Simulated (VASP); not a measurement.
Here is a VASP 6.6.1 calculation.

The input INCAR:

```
SYSTEM = S
PREC = Accurate ; ENCUT = 600
EDIFF = 1E-7 ; ISMEAR = 1
SIGMA = 0.1 ; LREAL = .False.
LASPH = .True. ; NELM = 80
ALGO = Normal ; ISIF = 3
LWAVE = .False. ; LCHARG = .False.
GGA = CA ; IBRION = 2
NSW = 90 ; EDIFFG = -0.005
PSTRESS = 1500.0
```

File KPOINTS:

```
Automatic mesh
0
Gamma
  19 19 19
  0 0 0
```

POSCAR

```
S                                       
1.0
    1.6865473906      0.9737285900      0.8883996804
   -1.6865473906      0.9737285900      0.8883996804
    0.0000000000     -1.9474571798      0.8883996803
  S             
     1
Direct
     0.0000000000000000    0.0000000000000000    0.0000000000000000
```

Potentials or basis: VASP PAW LDA potentials, release 64 (S).

Command:

```console
$ cat potpaw_LDA.64/S/POTCAR > POTCAR
$ mpirun -np 1 vasp_std > vasp.out
```

(1) What does it give for the relaxed volume?

(2) Predict the band gap on the k mesh.

(3) Predict the space group after relaxing (to 0.05 Å).

(4) What does it give for the relaxed cell?

Results:

(1) 8.76 Å³/atom.

(2) none (metal or under the smearing width).

(3) R-3m (No. 166).

(4) a = 2.141 Å, b = 2.141 Å, c = 2.141 Å, α = 103.98°, β = 103.98°, γ = 103.98°.

Caveat: the cell is relaxed towards a set pressure, so the enthalpy falls and the energy may rise.
